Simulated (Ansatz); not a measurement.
**How PbO₂ stores the work of compression**

Level of theory: DFT PBEsol, scalar-relativistic, plane waves, PAW (Ansatz). Settings: 420 eV cutoff, 8×8×10 k-mesh, Gaussian smearing of 0.10 eV, no spin polarisation.

Starting point, cell and atoms relaxed:

```yaml
crystal:
  lattice:
    - [4.99726, 0.00000, 0.00000]
    - [0.00000, 4.99726, 0.00000]
    - [0.00000, 0.00000, 3.41156]
  atoms:
    - { symbol: Pb, position: [0.00000, 0.00000, 0.00000] }
    - { symbol: Pb, position: [0.50000, 0.50000, 0.50000] }
    - { symbol: O, position: [0.30762, 0.30762, 0.00000] }
    - { symbol: O, position: [0.19238, 0.80762, 0.50000] }
    - { symbol: O, position: [0.69238, 0.69238, 0.00000] }
    - { symbol: O, position: [0.80762, 0.19238, 0.50000] }
```

Cell and atoms were relaxed at each target pressure within the start's symmetry (P4_2/mnm), at zero temperature; other phases can be more stable under pressure. H = E + PV with P the target; E is the free energy at the smearing used, whose derivative the pressure is, per atom and counted from zero pressure. The mesh named is that at zero pressure; some other pressures ran on another.

Spin–orbit coupling is left out, which can shift energies with elements as heavy as these.

| P (GPa) | V (Å³/atom) | E − E0 (meV) | H − H0 (meV) |
| --- | --- | --- | --- |
| 0 | 14.199 | 0.0 | 0.0 |
| 3 | 13.886 | 2.9 | 262.9 |
| 8 | 13.442 | 18.0 | 689.2 |
| 15 | 12.941 | 53.6 | 1265.2 |
| 30 | 12.135 | 164.7 | 2436.9 |
| 60 | 11.041 | 464.7 | 4599.5 |

Problem. Thermodynamics gives dH/dP = V along a relaxed path. Integrate V over P by the trapezoid rule and compare with the computed enthalpies.

Solution. With 1 eV/Å³ = 160.22 GPa, each step adds the mean volume times ΔP / 160.22:
```tsv
P (GPa)	∫V dP (meV)	H − H0 (meV)	difference (meV)
3	262.9	262.9	0.0
8	689.4	689.2	0.2
15	1265.7	1265.2	0.5
30	2439.6	2436.9	2.7
60	4609.4	4599.5	9.9
```

V(P) curves upward, so the trapezoid rule runs high; integrating a smooth curve through the same points (P as a polynomial of degree 4 in ln V) puts that excess at about 10.0 meV at 60 GPa, against the 9.9 meV found.

Problem. At 60 GPa, how much of the enthalpy change is stored energy and how much is the PV term?

Solution. E rises by 465 meV/atom and PV is 60 × 11.041 / 160.22 = 4135 meV/atom, so PV makes 90 % of ΔH. So between rival structures at high pressure a small difference in volume can outweigh the difference in energy: 1 % of this volume is worth 41.3 meV/atom at this pressure.

Problem. What bulk modulus do the lowest pressures give, and how is the compression shared among the axes?

Solution. From the pressures that the runs reached, -2.98 GPa (14.570 Å³) and 3.00 GPa (13.886 Å³), B = −ΔP/Δln V = 5.98 / 0.0480 = 125 GPa, a mean over that range. The linear compressibilities −Δln(length)/ΔP are 3.73 along a, 3.73 along b, 0.57 along c (in TPa⁻¹). With fixed angles they add up to 1/B: 8.03 against 8.03. Softest: a and b, at 46 % of the volume change per axis.